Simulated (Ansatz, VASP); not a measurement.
## Two plane-wave programs on TaH5

INCAR

```
PREC = Accurate ; ENCUT = 600
EDIFF = 1E-7 ; ISMEAR = 0
SIGMA = 0.1 ; LREAL = False
LASPH = True ; NELM = 60
ALGO = Normal ; ISIF = 3
LWAVE = False ; LCHARG = False
GGA = PE ; IBRION = 2
NSW = 100 ; EDIFFG = -0.01
```

The input KPOINTS:

```
regular mesh
0
Gamma
  12 12 12
```

POSCAR

```
TaH5
1.0
    3.4524051803      0.0000000000      0.0000000000
   -1.7262025901      2.9898705903      0.0000000000
    0.0000000000      0.0000000000      2.9483328754
Ta H
1 5
Direct
    0.0000000000      0.0000000000      0.0000000000
    0.5000000000      0.0000000000      0.5000000000
    0.5000000000      0.5000000000      0.5000000000
    0.0000000000      0.5000000000      0.5000000000
    0.3333333333      0.6666666667      0.0000000000
    0.6666666667      0.3333333333      0.0000000000
```

Input for Ansatz:

```yaml
crystal:
  lattice:
    - [3.4524051803, 0.0, 0.0]
    - [-1.7262025901, 2.9898705903, 0.0]
    - [0.0, 0.0, 2.9483328754]
  atoms:
    - { symbol: Ta, position: [0.0, 0.0, 0.0] }
    - { symbol: H, position: [0.5, 0.0, 0.5] }
    - { symbol: H, position: [0.5, 0.5, 0.5] }
    - { symbol: H, position: [0.0, 0.5, 0.5] }
    - { symbol: H, position: [0.3333333333, 0.6666666667, 0.0] }
    - { symbol: H, position: [0.6666666667, 0.3333333333, 0.0] }
basis:
  ecutwfc: 420
kpoints:
  mp_grid: { grid: [12, 12, 12] }
hamiltonian:
  xc: pbe
scf:
  occupations: { method: gaussian, width: 0.1 }
output:
  forces: true
  stress: true
  eigenvalues: true
relax:
  adjacent_minimum: "off"
  f_tol: 0.01
  max_steps: 80
  cell: { stress_tol: 0.05 }
```

Change from the starting cell: species swapped into the KAu5 type (P6/mmm, No. 191).

Alike in both runs: task relaxation of cell and atoms; functional PBE; k mesh 12 × 12 × 12; occupations gaussian, width 0.1 eV; no spin polarisation.

```csv
,VASP,Ansatz
version,VASP 6.6.1,Ansatz 0.2.0
potentials or method,"VASP PAW PBE potentials, release 64 (Ta_pv, H)","scalar-relativistic, plane waves, PAW"
plane-wave cutoff (eV),600,420
valence electrons in the cell,16,18
```

```tsv
	VASP	Ansatz	Ansatz less VASP
gap on the k mesh at the Fermi level, each at its own relaxed structure (eV)	none	none	-
relaxed volume (Å³/atom)	5.08	5.08	0.000
relaxed cell length with the largest relative difference (Å)	2.995	2.996	+0.0003
energy change over the relaxation (meV/atom)	-2	-2	-0.1
```

A gap of «none» marks a metal or a gap that the smearing closes. The two sets of potentials don't hold the same shells in valence.

Spin-orbit coupling is left out, which matters for the levels of Ta.
